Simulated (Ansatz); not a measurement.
# Squeezing Zr (sc type)

```
CELL_PARAMETERS angstrom
2.91617 0.00000 0.00000
0.00000 2.91617 0.00000
0.00000 0.00000 2.91617
ATOMIC_POSITIONS crystal
Zr 0.00000 0.00000 0.00000
```

The cell comes from a relaxation on PAW files under the same functional, begun from a prototype that needn't be the stable phase.

Its volume is scaled at fixed shape and fractional positions.

Level of theory: DFT with PBE, scalar-relativistic, in Ansatz 0.2.0; a Γ-centred 14×14×14 k mesh, Fermi–Dirac smearing of 0.1 eV, no spin polarisation. LAPW: all electrons, basis error target 1 meV/atom; PAW: frozen-core files, cutoff 420 eV; crystal datasets: all electrons, by PAW datasets that the program makes for each cell; norm-conserving: pseudopotentials, cutoff 898 eV; PAW (cutoff 800 eV): frozen-core files, cutoff 800 eV.

Energies are extrapolated to zero smearing and count from the unscaled cell; pressure is positive in compression; gaps take the mesh and a band path. No temperature or zero-point motion is included.

```json
{"V/V0": "1.00", "V (Å³/atom)": "24.80", "P LAPW (GPa)": "-0.01", "ΔE LAPW (eV/atom)": "0.000", "P PAW − LAPW (GPa)": "-0.02", "ΔE PAW − LAPW (meV/atom)": "0.0"}
{"V/V0": "0.95", "V (Å³/atom)": "23.56", "P LAPW (GPa)": "3.86", "ΔE LAPW (eV/atom)": "0.013", "P PAW − LAPW (GPa)": "-0.02", "ΔE PAW − LAPW (meV/atom)": "-0.1"}
{"V/V0": "0.85", "V (Å³/atom)": "21.08", "P LAPW (GPa)": "14.99", "ΔE LAPW (eV/atom)": "0.149", "P PAW − LAPW (GPa)": "-0.03", "ΔE PAW − LAPW (meV/atom)": "-0.5"}
{"V/V0": "0.75", "V (Å³/atom)": "18.60", "P LAPW (GPa)": "33.2", "ΔE LAPW (eV/atom)": "0.509", "P PAW − LAPW (GPa)": "-0.04", "ΔE PAW − LAPW (meV/atom)": "-1.0"}
{"V/V0": "0.65", "V (Å³/atom)": "16.12", "P LAPW (GPa)": "64.6", "ΔE LAPW (eV/atom)": "1.239", "P PAW − LAPW (GPa)": "-0.06", "ΔE PAW − LAPW (meV/atom)": "-1.8"}
{"V/V0": "0.55", "V (Å³/atom)": "13.64", "P LAPW (GPa)": "?", "ΔE LAPW (eV/atom)": "?", "P PAW − LAPW (GPa)": "?", "ΔE PAW − LAPW (meV/atom)": "?"}
{"V/V0": "0.45", "V (Å³/atom)": "11.16", "P LAPW (GPa)": "258.6", "ΔE LAPW (eV/atom)": "5.496", "P PAW − LAPW (GPa)": "0.02", "ΔE PAW − LAPW (meV/atom)": "-3.0"}
{"V/V0": "0.40", "V (Å³/atom)": "9.92", "P LAPW (GPa)": "384.6", "ΔE LAPW (eV/atom)": "7.944", "P PAW − LAPW (GPa)": "0.04", "ΔE PAW − LAPW (meV/atom)": "-2.7"}
```

(1) Fit the Vinet equation to the LAPW pressures shown (residuals weighted by 1/(|P| + 0.03·Pmax)), and predict the pressure of the withheld row.

(2) From the table, what is the rise of the enthalpy H = E + pV up to the last row, and how stiff is the crystal between the last two rows?

(3) At the smallest volume, how far do crystal datasets and norm-conserving and PAW (cutoff 800 eV) lie from LAPW in pressure?

(4) How do the Löwdin populations by LAPW change from the unscaled cell to the last row?

## Answers

(1) The fit gives V0 = 24.89 Å³/atom, B0 = 58.4 GPa and B0′ = 4.74. At 13.64 Å³/atom, x = (V/V0)^(1/3) = 0.8183, and P = 3·B0·(1 − x)/x²·exp[1.5·(B0′ − 1)·(1 − x)] = 131.7 GPa. The run itself gave 126.2 GPa (+4.4 % off) and ΔE = 2.652 eV/atom.

(2) ΔH = 7.944 eV + (384.6 GPa × 9.92 Å³ + 0.01 GPa × 24.80 Å³) × 0.006242 eV/(GPa·Å³) = 31.76 eV/atom, of which pV makes 75 %. The mean bulk modulus there is −ΔP/Δln V = 1070 GPa.

(3) crystal datasets: +0.01 GPa; norm-conserving: -0.06 GPa; PAW (cutoff 800 eV): -0.14 GPa, on a LAPW pressure of 384.6 GPa.

(4) Zr 4s 1.94 → 1.73, Zr 5s 0.78 → 0.42, Zr 4p 5.95 → 5.68, Zr 4d 3.27 → 4.13 electrons an atom. These are projections on the shells that the free atoms fill; 0.06 e a cell lies outside them at the start and 0.06 e at the end.
